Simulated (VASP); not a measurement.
A run of VASP 6.6.1 is set up as follows.

Contents of INCAR:

```
ALGO = Normal ; EDIFF = 1E-7
EDIFFG = -0.01 ; ENCUT = 600
GGA = PE ; IBRION = 2
ISIF = 3 ; ISMEAR = 0
LASPH = T ; LCHARG = F
LREAL = F ; LWAVE = F
NELM = 100 ; NSW = 100
PREC = Accurate ; SIGMA = 0.02
```

File KPOINTS:

```
k-points
0
Gamma
  10 10 10
```

Contents of POSCAR:

```
GaN
1.0
    0.0000000000      2.2740469297      2.2740469297
    2.2740469297      0.0000000000      2.2740469297
    2.2740469297      2.2740469297      0.0000000000
Ga N
1 1
Direct
    0.2500000000      0.2500000000      0.2500000000
    0.0000000000      0.0000000000      0.0000000000
```

Potentials or basis: VASP PAW PBE potentials, release 64 (Ga_d, N).

Run with:

```bash
$ cat potpaw_PBE.64/Ga_d/POTCAR potpaw_PBE.64/N/POTCAR > POTCAR
$ mpirun -np 1 vasp_std > vasp.out
```

(1) Predict the band gap on the k mesh.

Answers

(1) 1.55 eV, direct.

Caveat: the relaxation stopped at its first step, so nothing moved.
